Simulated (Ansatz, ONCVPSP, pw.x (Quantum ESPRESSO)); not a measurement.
Which H potential is closest to all-electron in the bcc crystal?

All use PBE, scalar-relativistic, no spin, cutoffs from each file’s atomic test, pw.x 7.5; 18³ k-points, Fermi–Dirac smearing 0.01 Ry. Δ is the rms difference from all-electron LAPW of the E(V) curves that follow from fits to the pressures, over ±6 % in volume. Mesh and smearing are coarse and serve the comparison alone. The files are a selection: those with a ghost or negative overlap were mostly not run, and those with noisy or unconverged pressures or nearly equal Δ are left out.

All-electron: a0 = 1.811 Å (V0 = 2.97 Å³/atom), B0 = 107.8 GPa.

**Question.** Rank them by Δ, smallest first.
A. optimised norm-conserving Vanderbilt (ONCV), ONCVPSP 4.0.1, PBE; core none, reference 1s1; waves: 1s: rc 1.50 bohr, ncon 4, nbas 8, qcut 6.8 1/bohr, local; local part: the s channel; core correction: none.
B. optimised norm-conserving Vanderbilt (ONCV), ONCVPSP 4.0.1, PBE; core none, reference 1s1; waves: 1s: rc 1.25 bohr, ncon 4, nbas 8, qcut 6 1/bohr, 1 projector; p scattering state at 0.2 Ha: rc 1.20 bohr, ncon 4, nbas 7, qcut 7.1 1/bohr, 2 projectors, debl 3.7 Ha; local part: polynomial inside 1.15 bohr (lpopt 5, dvloc0 0 Ha); core correction: none.
C. optimised norm-conserving Vanderbilt (ONCV), ONCVPSP 4.0.1, PBE; core none, reference 1s1; waves: 1s: rc 0.90 bohr, ncon 3, nbas 7, qcut 7 1/bohr, 2 projectors, debl 3.3 Ha; p scattering state at 0.32 Ha: rc 0.70 bohr, ncon 5, nbas 10, qcut 10.7 1/bohr, 2 projectors, debl 2.5 Ha; local part: polynomial inside 0.60 bohr (lpopt 4, dvloc0 6 Ha); core correction: none.

**Answer.** B (0.1 meV/atom), C (0.5 meV/atom), A (4.0 meV/atom).
